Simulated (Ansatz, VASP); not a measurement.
Two plane-wave programs on MgSe

```xyz
2
Lattice="0.0000 2.7255 2.7255 2.7255 0.0000 2.7255 2.7255 2.7255 0.0000" Properties=species:S:1:pos:R:3 pbc="T T T"
Mg    0.0000    0.0450    0.0000
Se    2.7255    2.7255    2.7255
```

Change from the starting cell: one atom moved.

Alike in both runs: task single point; functional PBE; k mesh 8 × 8 × 8; occupations gaussian, width 0.02 eV; no spin polarisation.

```csv
,VASP,Ansatz
version,VASP 6.6.1,Ansatz 0.2.0
potentials or method,"VASP PAW PBE potentials, release 64 (Mg, Se)","scalar-relativistic, plane waves, PAW"
plane-wave cutoff (eV),520,420
valence electrons in the cell,8,26
```

|  | VASP | Ansatz | Ansatz less VASP |
| --- | --- | --- | --- |
| gap on the k mesh at the Fermi level (eV) | 1.80 | 1.83 | +0.023 |
| least direct gap on the mesh (eV) | 2.60 | 2.61 | +0.011 |
| pressure (GPa) | 1.9 | 2.1 | +0.14 |
| largest component of the traceless stress (GPa) | 0.14 | 0.13 | 0.000 |
| rms of the force components (eV/Å) | 0.065 | 0.065 | -0.0003 |

Atom by atom the forces differ by 0.000 eV/Å (rms over components). With one functional, cell and mesh, what is left measures potentials, basis and numerics. The two sets of potentials don't hold the same shells in valence.

A k mesh can miss the band edges.
